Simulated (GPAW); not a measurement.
# 1 ML Cr on Ir(001), 1 substrate layers: one coupling from two orders, and a test

Aim: get Heisenberg couplings of 1 ML Cr on Ir(001), 1 substrate layers from the energies of collinear orders, with pencil and paper, and test them on an order left out of the fit.

Main program and level: GPAW 26.7.0; PBE; plane waves with GPAW's PAW setups, scalar-relativistic.

### Step 1. Set-up

The cell holds 2 atoms: 1 Ir and 1 Cr. Cell: a = 2.709 Å, b = 2.709 Å, c = 15.809 Å, α = 90.0°, β = 90.0°, γ = 90.0°. pseudomorphic film on the substrate's lattice, hard-sphere layer spacings, unrelaxed, 14 A of vacuum. Vacuum lies along c.

### Step 2. The parallel order

All energies count from this run.

File order1.py:

```python
import json
import numpy as np
from ase import Atoms
from ase.parallel import paropen, parprint
from gpaw import GPAW

atoms = Atoms(['Ir', 'Cr'],
    cell=[[2.709068, 0.0, 0.0],
         [0.0, 2.709068, 0.0],
         [0.0, 0.0, 15.808658]],
    scaled_positions=[[0.0, 0.0, 0.442795],
         [0.5, 0.5, 0.557205]],
    pbc=True,
    magmoms=[0.0, 2.5])
atoms.calc = GPAW(mode={'name': 'pw', 'ecut': 550},
    xc='PBE',
    kpts={'size': (10, 10, 1), 'gamma': True},
    occupations={'name': 'fermi-dirac', 'width': 0.1},
    convergence={'density': 1e-05, 'energy': 1e-05},
    maxiter=200,
    symmetry={'tolerance': 1e-4},
    txt='order1.txt')
e = atoms.get_potential_energy(force_consistent=True)
res = {'free_energy': e, 'energy_sigma0': atoms.get_potential_energy(), 'fermi_energy': atoms.calc.get_fermi_level()}
res['moments'] = atoms.get_magnetic_moments().tolist()
res['total'] = atoms.get_magnetic_moment()
parprint('site moments (muB):', np.round(res['moments'], 3))
parprint(f"total moment: {res['total']:.3f} muB")
parprint(f'free energy: {e:.6f} eV')
atoms.calc.write('order1.gpw')
n = atoms.calc.get_pseudo_density()
up, down = (atoms.calc.get_pseudo_density(spin=i) for i in (0, 1))
np.savez('grids.npz', density=n, spin=up - down)
with paropen('results.json', 'w') as f:
    json.dump(res, f)
```

Command:

```bash
> OMP_NUM_THREADS=1 python3 order1.py > order1.log
```

Log:

```text
site moments (muB): [-0.079  3.076]
total moment: 3.760 muB
free energy: -16.394468 eV

--- order1.txt ---
Input parameters:
  mode=PW(ecut=550),
  convergence={'density': 1e-05, 'energy': 1e-05},
  kpts=MonkhorstPack(size=(10, 10, 1), gamma=True),
  maxiter=200,
  occupations=Occupations(name='fermi-dirac', width=0.1),
  symmetry=Symmetry(tolerance=0.0001),
  xc=XC(name='PBE')

Diagonalizing LCAO Hamiltonian
[...]
|          5 |        -5.638 |     1.000 |        -4.979 |     1.000 |
|          6 |        -3.258 |     1.000 |        -1.401 |     1.000 |
[...]
|         15 |         0.686 |     0.000 |         2.601 |     0.000 |
|         16 |         3.592 |     0.000 |         3.999 |     0.000 |
|         17 |         4.196 |     0.000 |         4.431 |     0.000 |
|         18 |         5.876 |     0.000 |         6.190 |     0.000 |

No gap
No difference between direct/indirect transitions


[key lines of the parts left out:]
Free energy:     -16.394468
Converged in 23 steps
dipole moment: (-9.802179, -9.802179, 0.068027)  # |e|*Ang
Fermi level: -0.518
```

Wall time 29 s (1 MPI rank of AMD EPYC 9R45, shared host); peak memory 0.24 GiB.

Spin moment in the augmentation sphere by atom:

```csv
atom,spin moment in the augmentation sphere (μB)
Ir1,-0.08
Cr2,3.08
```

Numbers from this step:

```yaml
magnetization: 3.760 μB
final_state: ferromagnetic
```

After 23 cycles the largest moment stands at 3.08 μB.

### Step 3. The orders used for the fit

The other orders were run with the same settings, on meshes that hold the same points. Free energies (smearing 0.1 eV, its entropy term included) are divided by the number of Cr atoms; q is in fractions of the reciprocal vectors of the first run's cell.

```csv
order,atoms,mesh,free energy (eV),eV per Cr,largest moment (μB)
F +,2,10×10×1,-16.3945,-16.3945,3.08
"AF q=(1/2,1/2,0) +-",4,5×10×1,-33.0783,-16.5391,2.75
```

### Step 4. Counting neighbours

With E = −Σ J e_i·e_j over ordered pairs of unit vectors, turning a neighbour from parallel to opposed costs 2J a Cr atom. So an order lies 2 Σ n J over the parallel one, n being the opposed neighbours in each shell.

```csv
shell,distance (Å),neighbours,"opposed in AF q=(1/2,1/2,0) +-","opposed in AF q=(0,1/2,0) +-"
J1,2.71,4,4,2
J2,3.83,4,0,4
```

Only J1 is kept.

### Step 5. Solving

```
2 × 4 × J1 = -144.68 meV    (AF q=(1/2,1/2,0) +-)
J1 = -18.08 meV
```

### Step 6. The test

The couplings now give the orders that were left out:

```
2 × 2 × (-18.08) = -72.32 meV    (AF q=(0,1/2,0) +-)
```

The runs themselves:

```csv
order,atoms,mesh,free energy (eV),eV per Cr,largest moment (μB),over the parallel order (meV),foretold (meV)
"AF q=(0,1/2,0) +-",4,10×5×1,-33.1134,-16.5567,2.91,-162.21,-72.32
```

### Step 7. One more shell

The miss asks for the next shell, which takes one more order into the fit and leaves none for a test.

```
2 × 4 × J1 = -144.68 meV    (AF q=(1/2,1/2,0) +-)
2 × 2 × J1 + 2 × 4 × J2 = -162.21 meV    (AF q=(0,1/2,0) +-)
J1 = -18.08 meV
J2 = -11.23 meV
```

### Step 8. Summary of results

* J1 (Cr–Cr at 2.71 Å): -18.1 meV
* largest miss on the orders left out: 90 meV
* J1 with 2 shells: -18.1 meV
* J2 with 2 shells: -11.2 meV

**Reading.** The model misses the order left out by 90 meV, 55 % of the span of the orders, so it fails: these couplings alone don't describe the crystal. With the next shell added the couplings are J1 = -18.08 and J2 = -11.23 meV, untested. The first dropped shell that the test feels is J2 at 3.83 Å. The site moments spread by 11 % over the orders, so moments are not rigid and part of the miss lies outside a spin model. In a metal couplings reach far, and the mesh was not tested. The couplings are effective ones: further shells with opposed neighbours are folded into them or show in the miss. No mean-field temperature is given: it needs a model that holds, an unfrustrated order and couplings in all three dimensions.

[Logs and program files are shortened in this print: banners, set-up blocks, solver, clock and traceback lines can be left out without a mark of their own.]

[Logs are printed without paths, hosts, clocks, repeated set-up lines and the standing remarks that a program may print on its own settings, such as how far it seeks lower states.]

[Hosts, paths, dates, database ids (printed as entryN), source tags and the programs' standing remarks are cut or masked in the printed files.]

[Where a cell is said to come from a database of computed structures, the database is the Materials Project.]
